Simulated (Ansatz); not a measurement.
A run of Ansatz 0.2.0 is set up as follows.

The input input.yaml:

```yaml
crystal:
  lattice:
    - [0.0, 3.059, 3.059]
    - [3.059, 0.0, 3.059]
    - [3.059, 3.059, 0.0]
  atoms:
    - { symbol: Sb, position: [0.749499, 0.741686, 0.75242] }
    - { symbol: Ga, position: [-0.002869, 0.009986, 0.001218] }
hamiltonian:
  xc: pbe
  pseudopotentials: { kind: paw }
kpoints:
  mp_grid: { grid: [8, 8, 8] }
scf:
  occupations: { method: fermi_dirac, width: 0.05 }
output:
  forces: true
  stress: true
  eigenvalues: true
  write_density: true
  write_potential: true
  elf: true
  volumetric_format: npy
```

Potentials or basis: Ansatz PAW.

Run with:

```console
$ ansatz run input.yaml --threads 1 --pin off --max-ram 2560MiB --backend cpu --events-out ev --progress --plain --runs-dir out
```

Task: Predict the band gap on the k mesh.

Result: 0.16 eV, direct.

Task: Estimate the largest force.

Result: 0.610 eV/Å.

Task: Estimate the pressure.

Result: 2.5 GPa.

Stress tensor (GPa, compression positive):
```
 2.44 -1.07  0.36
-1.07  2.50 -1.14
 0.36 -1.14  2.45
```

Caveat: spin-orbit coupling is left out, which moves the levels of the heavy elements. A k mesh can miss the band edges.
